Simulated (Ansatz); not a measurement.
# Co (P-3m1) in Ansatz: reference runs

How does Co come out in PBE? The cell is run as given and disturbed.

All numbers are computed with Ansatz 0.2.0; they aren't measurements. Logs are shortened: lines on timing, memory, paths and dates and some standing lists are left out, and cuts for length are marked.

## Step 1: The structure

The structure is trigonal, space group P-3m1 (No. 164). The conventional cell has a = 2.487 Å, b = 2.487 Å, c = 4.063 Å, α = 90.00°, β = 90.00°, γ = 120.00°. Co (site symmetry 3m) has 12 Co at 2.42 to 2.55 Å as nearest neighbours.

## Step 2: Single point, PBE, collinear spin, ferromagnetic start

input.yaml reads:

```yaml
crystal:
  lattice:
    - [2.4873648738, 0.0, 0.0]
    - [-1.2436824369, 2.1541211692, 0.0]
    - [0.0, 0.0, 4.0632895034]
  atoms:
    - { symbol: Co, position: [0.3333333333, 0.6666666667, 0.740139], spin: 2.0 }
    - { symbol: Co, position: [0.6666666667, 0.3333333333, 0.259861], spin: 2.0 }
kpoints:
  mp_grid: { grid: [12, 12, 7] }
scf:
  occupations: { method: fermi_dirac, width: 0.05 }
hamiltonian:
  xc: pbe
  pseudopotentials: { kind: all_electron, lapw: { basis_error: 0.001 } }
magnetization:
  spin_polarized: true
output:
  forces: true
  stress: true
  eigenvalues: true
  populations: true
```

Potentials or basis: all-electron LAPW, scalar-relativistic.

On the command line:

```sh
$ ansatz run input.yaml --threads 2 --pin off --max-ram 6144MiB --backend cpu --events-out ev --progress --plain --runs-dir out
```

What it wrote:

```text
Warning: RAYON_NUM_THREADS=2 ignored (pool sized by the plan → 2); use --threads N
Co: projections on atomic orbitals take those of the free atom 1s2 2s2 2p6 3s2 3p6 3d7 4s2, of charge +0.00 (hamiltonian.pseudopotentials.projection_atoms)
LAPW: plane waves up to 9.282 Å⁻¹, error target 1.0e-3 eV per atom; small_component_spin mean_spin; Co in spheres of 1.211 Å, 17 of its electrons in bands, Dirac shells [] (how accurate: hamiltonian.pseudopotentials.lapw.basis_error, Limitations)
Engine: ansatz 0.2.0, x86_64-unknown-linux-gnu
Pseudopotentials: kind: all_electron
Pseudopotential: Co, LAPW, valence charge 17, lapw/all_electron/scalar/gaussian/Co, Koelling and Harmon's equation, gaussian nucleus
Functional definition: PBE
  parameter kappa = 0.804
  parameter beta = 0.06672455060314922
  exchange = pbe_x(kappa = kappa, mu = beta*pi^2/3)
  correlation = pbe_c(beta = beta)
Crystal: 2 atoms, lattice volume = 21.771 Å³
Basis set: ecut = 328.23563188933286 eV, 313 PW (Γ), exchange–correlation at level 2
Bands: 23, of which v1, the nominal top of the filled ones, is band 17 counted from 1 (16 counted from 0)
Symmetry: 12 space group operations
Space group: P-3m1 (ITA 164), of the structure as read, at distance tolerance 2.8e-5 Å
Magnetic group: BNS 164.85 (UNI 1315), of the structure as read, at distance tolerance 2.8e-5 Å
k-points: 112 of 1008
Non-local potential: Co, projectors of the file, none
Initial density: superposition of atomic densities (chi_scale 0.1, normalization cell)
Starting moments: Σ|m| = 4 μB on 2 of 2 sites
Initial wavefunctions: plane waves of lowest kinetic energy (no species holds an atomic orbital)
Functional: x = pbe(κ = 0.804, μ = 0.2195149727645171), c = pbe(β = 0.06672455060314922)
iter 1 solved again at ethr=1.98e-4 eV; its pass at ethr=1.00e-1 eV (dr2=6.73e-2 eV) is discarded
SCF iter   1: F=—  HF=-75835.030817 eV  |F-HF|=—  |Δ(HF+E_count)|=         —  Δρ=1.76e-2 (↑1.65e-2 ↓1.76e-2)  dr2=6.74e-2  dr2_m=5.00e-2  M=3.317 μB ∫|m|=3.446 μB  β_m=0.30  ethr=1.98e-4  ⟨swp⟩=2.9  Hψ=37517  notcnv=0
Mixer restart at iter 1: flushing history
preconditioner: auto → none  [metal: Δε(μ)=0.003 eV  Ē_g=9.571 eV  σ=0.050 eV  W_gap=0.02  n_scr=8 (ndim 8)  ℏωp=33.8 eV  f_vac=0.000  D(μ)=1.93/eV (n_scr^D=22)  sad-step TF]
SCF iter   2: F=—  HF=-75835.082681 eV  |F-HF|=—  |Δ(HF+E_count)|=   5.19e-2  Δρ=1.29e-2 (↑1.19e-2 ↓1.29e-2)  dr2=4.45e-2  dr2_m=2.62e-2  M=3.301 μB ∫|m|=3.470 μB  β_m=0.46  ethr=1.98e-4  ⟨swp⟩=2.0  Hψ=14629  notcnv=0
iter 3 solved again at ethr=1.27e-5 eV; its pass at ethr=1.31e-4 eV (dr2=4.30e-3 eV) is discarded
SCF iter   3: F=—  HF=-75835.128119 eV  |F-HF|=—  |Δ(HF+E_count)|=   4.54e-2  Δρ=5.31e-3 (↑4.77e-3 ↓5.31e-3)  dr2=4.31e-3  dr2_m=4.13e-3  M=3.274 μB ∫|m|=3.521 μB  β_m=0.43  ethr=1.27e-5  ⟨swp⟩=2.0  Hψ=26063  notcnv=0
SCF iter   4: F=—  HF=-75835.139636 eV  |F-HF|=—  |Δ(HF+E_count)|=   1.15e-2  Δρ=2.32e-3 (↑1.74e-3 ↓2.32e-3)  dr2=4.46e-4  dr2_m=7.17e-4  M=3.270 μB ∫|m|=3.552 μB  β_m=0.72  ethr=1.27e-5  ⟨swp⟩=2.8  Hψ=14862  notcnv=0
SCF iter   5: F=—  HF=-75835.144718 eV  |F-HF|=—  |Δ(HF+E_count)|=         —  Δρ=8.62e-4 (↑8.62e-4 ↓8.01e-4)  dr2=9.98e-4  dr2_m=7.32e-5  M=3.271 μB ∫|m|=3.583 μB  β_m=0.86  ethr=1.31e-6  ⟨swp⟩=3.0  Hψ=16280  notcnv=0
the basis was enlarged: its passes take 509.7 KiB over the memory plan, 2 of 2 planned eigensolver slots
SCF iter   6: F=—  HF=-75835.144862 eV  |F-HF|=—  |Δ(HF+E_count)|=   1.44e-4  Δρ=1.73e-4 (↑1.54e-4 ↓1.73e-4)  dr2=5.13e-5  dr2_m=1.90e-6  M=3.275 μB ∫|m|=3.604 μB  β_m=0.89  ethr=1.31e-6  ⟨swp⟩=3.0  Hψ=16029  notcnv=0
SCF iter   7: F=—  HF=-75835.144854 eV  |F-HF|=—  |Δ(HF+E_count)|=   7.97e-6  Δρ=1.55e-5 (↑1.55e-5 ↓1.17e-5)  dr2=3.45e-7  dr2_m=1.37e-8  M=3.275 μB ∫|m|=3.606 μB  β_m=0.87  ethr=1.51e-7  ⟨swp⟩=2.0  Hψ=14228  notcnv=0
SCF iter   8: F=—  HF=-75835.144853 eV  |F-HF|=—  |Δ(HF+E_count)|=   1.63e-7  Δρ=2.89e-6 (↑2.89e-6 ↓2.81e-6)  dr2=4.97e-10  dr2_m=1.36e-9  M=3.275 μB ∫|m|=3.607 μB  β_m=0.88  ethr=1.01e-9  ⟨swp⟩=3.0  Hψ=15295  notcnv=0
SCF iter   9: F=-75835.144853 eV  HF=-75835.144853 eV  |F-HF|=2.04e-10  |Δ(HF+E_count)|=  9.31e-10  Δρ=6.21e-7 (↑2.86e-7 ↓6.21e-7)  dr2=2.14e-10  dr2_m=2.81e-11  M=3.275 μB ∫|m|=3.607 μB  ethr=1.46e-12  ⟨swp⟩=3.0  Hψ=16360  notcnv=0
SCF 1 converged in 9 iterations: F = -75835.144853 eV  dr2 = 2.14e-10
SCF converged after 9 iterations
Magnetization: 3.2748 μB (18.6374 up, 15.3626 down)
Absolute magnetization: 3.6065 μB (∫|ρ↑−ρ↓|)
Spin contamination: 0.0576 ħ² per cell (⟨S²⟩ above its minimum at these occupations)
Per-site moments (μB) at R_I (Å): [(1.6998058448839295, 1.2114777623599622), (1.6998058448839295, 1.2114777623599622)]
Free energy (F): -75835.144853 eV
Harris-Foulkes:  -75835.144853 eV  (|F-HF|=2.04e-10)
Internal energy: -75835.130031 eV  (E = F + TS)
E sigma→0 (E₀):  -75835.137442 eV
Entropy (-TS):   -0.014823 eV (-7.411 meV/atom)
Fermi energy:    19.036199 eV
--- Per-component energies (eV) ---
  E_band       = -477.218098
  E_kinetic    = 76963.567787
  E_xc         = -3249.699877
  E_electrostatic = -149548.997940  (all electrons and nuclei)
  E_smearing   = -0.014823  (= −TS)
  E_closure    = 0.000000  (closes the sum)
  E_atoms      = -75818.578525  (free atoms, spherical and without spin; not in F)
  Σ components = -75835.144853   (vs F -75835.144853, Δ=0.00e0)
  Basis errors (estimates in eV, not in F): energy 2.7e-4 per atom: plane waves 2.2e-4 (1.1e-4 summed), levels above the bands 2.5e-85, relativity 4.1e-8, radial functions 4.9e-5, core shells 2.0e-9; eigenvalues (radial functions only) 7.5e-7; not estimated: angular momenta, meshes, grids; target (lapw.basis_error) 1.0e-3; muffin-tin radii Co 1.211 Å
--- Forces (eV/Å), atoms counted from 1 ---
  atom   1  Co     0.00000000    -0.00000000     0.48964817
  atom   2  Co    -0.00000000     0.00000000    -0.48964817
  max |Σ_I F_I| component: 4.63e-18 eV/Å
--- Stress (GPa, compression-positive) ---
        1.634656      -0.000000      -0.000000
       -0.000000       1.634656       0.000000
       -0.000000       0.000000      -1.203716
  P = ⅓ Tr σ = 0.6885 GPa (6.885 kbar)
--- Band table (eV; the first three rows and the last of 224) ---
  k-point 0 ↑: bands = ["-77.0752", "-77.0187", "-40.4758", "-40.1889", "-40.1889", "-40.1514", "-40.1415", "-40.1415", "10.0128", "13.8058", "16.3305", "16.3848", "16.3848", "16.6850", "16.6850", "17.0935", "17.0935", "18.1707", "18.1707", "18.7598", "25.0909", "40.8620", "43.5273"]
  k-point 1 ↑: bands = ["-77.0728", "-77.0212", "-40.4609", "-40.1868", "-40.1868", "-40.1667", "-40.1435", "-40.1435", "10.2145", "13.7552", "16.2752", "16.3399", "16.3399", "16.6371", "16.6371", "17.2037", "17.2037", "18.0176", "18.1590", "18.1590", "26.2454", "40.7577", "42.3106"]
  k-point 2 ↑: bands = ["-77.0661", "-77.0279", "-40.4199", "-40.2086", "-40.1813", "-40.1813", "-40.1491", "-40.1491", "10.8003", "13.4795", "16.1156", "16.2841", "16.2841", "16.5181", "16.5181", "16.8336", "17.4450", "17.4450", "18.1054", "18.1054", "28.7892", "38.7769", "41.1356"]
  k-point 111 ↓: bands = ["-74.9045", "-74.9045", "-38.3694", "-38.3694", "-38.3182", "-38.2776", "-38.1583", "-38.1583", "16.2282", "16.4444", "16.4444", "16.5773", "17.3088", "17.3088", "18.6209", "19.1080", "20.1083", "20.1083", "25.3226", "25.3226", "26.4082", "27.6560", "29.2554"]
--- Löwdin populations: 2 sites ---
  site symbol       q [e]    m [muB]
     0     Co     26.7844     1.7040
     1     Co     26.7844     1.7040
  spilling = 0.007986 (of n_electrons = 54.000000)
```

Run time: 17 s. Hardware: 2 threads of Intel Xeon 6975P-C (Granite Rapids), shared host; peak memory 0.64 GiB.

What came out:

- Free energy: -75835.1449 eV
- Pressure: 0.7 GPa
- Largest force: 0.490 eV/Å
- Band gap on the k mesh: none (metal or under the smearing width)
- Net moment: 3.27 μB per cell
- Absolute moment: 3.61 μB per cell
- Site moments: Co +1.70 μB

Forces on the atoms (eV/Å):
```
Co   0.000  0.000  0.490
Co   0.000  0.000 -0.490
```

Stress tensor (GPa, compression positive):
```
 1.63  0.00  0.00
 0.00  1.63  0.00
 0.00  0.00 -1.20
```

Levels at points of the mesh, in eV from the Fermi level:
Spin up:
```csv
k point,band 17,band 18,band 19,band 20,band 21,band 22
"(0.00, 0.00, 0.00)",-1.94,-0.87,-0.87,-0.28,6.05,21.83
"(0.00, -0.50, 0.00)",-0.70,-0.53,1.25,3.26,9.33,10.30
```
Spin down:
```csv
k point,band 13,band 14,band 15,band 16,band 17,band 18
"(0.00, 0.00, 0.00)",-0.97,-0.66,-0.66,-0.31,-0.08,-0.08
"(0.00, -0.50, 0.00)",-1.10,-1.07,-0.65,1.22,1.31,1.38
```

## Step 3: Single point, PBE, collinear spin, ferromagnetic start (atoms moved at random, drawn with an rms of 0.05 Å)

Edit input.yaml of step 2 so:

```diff
@@ -6,4 +6,4 @@
   atoms:
-    - { symbol: Co, position: [0.3333333333, 0.6666666667, 0.740139], spin: 2.0 }
-    - { symbol: Co, position: [0.6666666667, 0.3333333333, 0.259861], spin: 2.0 }
+    - { symbol: Co, position: [0.331367, 0.649747, 0.737133], spin: 2.0 }
+    - { symbol: Co, position: [0.670297, 0.320517, 0.263699], spin: 2.0 }
 kpoints:
```

Potentials or basis: all-electron LAPW, scalar-relativistic.

On the command line:

```sh
$ ansatz run input.yaml --threads 2 --pin off --max-ram 6144MiB --backend cpu --events-out ev --progress --plain --runs-dir out
```

Wall time 74 s (2 threads of Intel Xeon 6975P-C (Granite Rapids), shared host); peak memory 1.7 GiB.

It converged, with:

- Free energy: -75835.1279 eV
- Pressure: 1.4 GPa
- Largest force: 0.720 eV/Å
- Band gap on the k mesh: none (metal or under the smearing width)
- Net moment: 3.28 μB per cell
- Absolute moment: 3.61 μB per cell
- Site moments: Co +1.71 μB

Forces in eV/Å, atoms in the order of the input:
```
Co   0.023  0.023  0.720
Co  -0.023 -0.023 -0.720
```

Stress tensor (GPa, compression positive):
```
2.28 0.18 0.12
0.18 1.91 0.12
0.12 0.12 0.13
```

Levels at points of the mesh, in eV from the Fermi level:
Spin up:
| k point | band 16 | band 17 | band 18 | band 19 | band 20 | band 21 | band 22 | band 23 |
| --- | --- | --- | --- | --- | --- | --- | --- | --- |
| (0.00, 0.00, 0.00) | -1.96 | -1.94 | -0.89 | -0.85 | -0.26 | 6.01 | 21.81 | 24.47 |
| (0.00, -0.50, 0.00) | -0.73 | -0.73 | -0.53 | 1.21 | 3.27 | 9.20 | 10.35 | 12.38 |
| (-0.50, 0.00, 0.00) | -0.74 | -0.73 | -0.53 | 1.27 | 3.21 | 9.29 | 10.46 | 12.30 |
| (-0.50, -0.50, 0.00) | -0.73 | -0.73 | -0.53 | 1.22 | 3.26 | 9.22 | 10.38 | 12.36 |
Spin down:
| k point | band 11 | band 12 | band 13 | band 14 | band 15 | band 16 | band 17 | band 18 | band 19 | band 20 |
| --- | --- | --- | --- | --- | --- | --- | --- | --- | --- | --- |
| (0.00, 0.00, 0.00) | -1.12 | -0.99 | -0.98 | -0.71 | -0.70 | -0.27 | -0.09 | -0.05 | 1.05 | 1.08 |
| (0.00, -0.50, 0.00) | -3.32 | -1.87 | -1.13 | -1.05 | -0.65 | 1.21 | 1.31 | 1.37 | 2.49 | 4.28 |
| (-0.50, 0.00, 0.00) | -3.29 | -1.90 | -1.12 | -1.11 | -0.67 | 1.20 | 1.31 | 1.37 | 2.54 | 4.22 |
| (-0.50, -0.50, 0.00) | -3.31 | -1.88 | -1.13 | -1.06 | -0.65 | 1.21 | 1.31 | 1.37 | 2.50 | 4.26 |
